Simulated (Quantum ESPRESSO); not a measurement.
The system is WC.

```
CELL_PARAMETERS angstrom
0.00000 2.19268 2.19268
2.19268 0.00000 2.19268
2.19268 2.19268 0.00000
ATOMIC_POSITIONS crystal
W 0.00000 0.00000 0.00000
C 0.50000 0.50000 0.50000
```

Measurements of this composition are mostly on another form, of space group No. 187.

Base run:

| Property | Result |
| --- | --- |
| Program | Quantum ESPRESSO 7.5 |
| Functional | PBEsol |
| Potentials or basis | GBRV 1.5 PBEsol |
| Cutoff | 762 eV |
| Density cutoff | 6095 eV |
| k mesh | 10 × 10 × 10 |
| Occupations | fermi-dirac, width 0.05 eV |
| Spin | no spin polarisation |
| Hubbard terms | W d U = 2 eV |

Its results: band gap on the k mesh none (metal or under the smearing width); pressure -9.1 GPa.

Problem. The run is repeated on the same cell with these changes: hubbard terms from W d U = 2 eV to W d U = 5 eV. What comes out?

Solution. Band gap on the k mesh none (metal or under the smearing width); pressure -8.4 GPa.

Caveats: U without spin polarisation on a metal has little footing; the U is typed as a test and isn't derived for this compound.
